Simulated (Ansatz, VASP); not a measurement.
Given: the input of a run of VASP 6.6.1 on MoS2.

The input INCAR:

```
SYSTEM = MoS2
ALGO = Normal
EDIFF = 1E-6
ENCUT = 520
GGA = RP
ISIF = 2
ISMEAR = -1
LASPH = .TRUE.
LCHARG = .FALSE.
LREAL = .FALSE.
LWAVE = .FALSE.
NBANDS = 20
NELM = 100
PREC = Accurate
SIGMA = 0.05
```

File KPOINTS:

```
k-points
0
G
  9 9 4
  0 0 0
```

The input POSCAR:

```
MoS2
1.0
    3.2907642509      0.0000000000      0.0000000000
   -1.6453821255      2.8498854391      0.0000000000
    0.0000000000      0.0000000000      6.4362788402
Mo S
1 2
Direct
    0.0000000000      0.0000000000      0.5000000000
    0.6666666667      0.3333333333      0.7446806800
    0.3333333333      0.6666666667      0.2553193200
```

Potentials or basis: VASP PAW PBE potentials, release 64 (Mo_sv, S).

Launch:

```sh
$ cat potpaw_PBE.64/Mo_sv/POTCAR potpaw_PBE.64/S/POTCAR > POTCAR
$ mpirun -np 1 vasp_std > vasp.out
```

Task: Set up the same calculation for Ansatz 0.2.0. Potentials there: Ansatz PAW.

Result: As run (the cutoff follows the program's own potentials):

input.yaml

```yaml
crystal:
  lattice:
    - [3.2907642509, 0.0, 0.0]
    - [-1.6453821255, 2.8498854391, 0.0]
    - [0.0, 0.0, 6.4362788402]
  atoms:
    - { symbol: Mo, position: [0.0, 0.0, 0.5] }
    - { symbol: S, position: [0.6666666667, 0.3333333333, 0.74468068] }
    - { symbol: S, position: [0.3333333333, 0.6666666667, 0.25531932] }
hamiltonian:
  xc: rpbe
  pseudopotentials: { kind: paw }
kpoints:
  mp_grid: { grid: [9, 9, 4] }
scf:
  occupations: { method: fermi_dirac, width: 0.05 }
output:
  forces: true
  stress: true
  eigenvalues: true
```

Potentials or basis: Ansatz PAW.

Command:

```bash
$ ansatz run input.yaml --threads 2 --pin off --max-ram 5120MiB --backend cpu --events-out ev --progress --plain --runs-dir out
```

Both were run:

|  | VASP | Ansatz | Ansatz less VASP |
| --- | --- | --- | --- |
| gap on the k mesh at the Fermi level (eV) | none | none | - |
| pressure (GPa) | -3.6 | -3.4 | +0.15 |
| largest component of the traceless stress (GPa) | 1.21 | 1.21 | -0.001 |
| rms of the force components (eV/Å) | 0.241 | 0.234 | -0.0067 |

Atom by atom the forces differ by 0.007 eV/Å (rms over components). A gap of «none» marks a metal or a gap that the smearing closes. With one functional, cell and mesh, what is left measures potentials, basis and numerics.

Caveats: this functional lacks dispersion, which binds the layers, so the pressure and a relaxed spacing across them are unreliable; the PAW data sets were made with another functional, which shifts forces and pressure a little (VASP); the PAW data sets come from PBE, with cores solved anew for the run's functional, which leaves a small shift of forces and pressure (Ansatz).
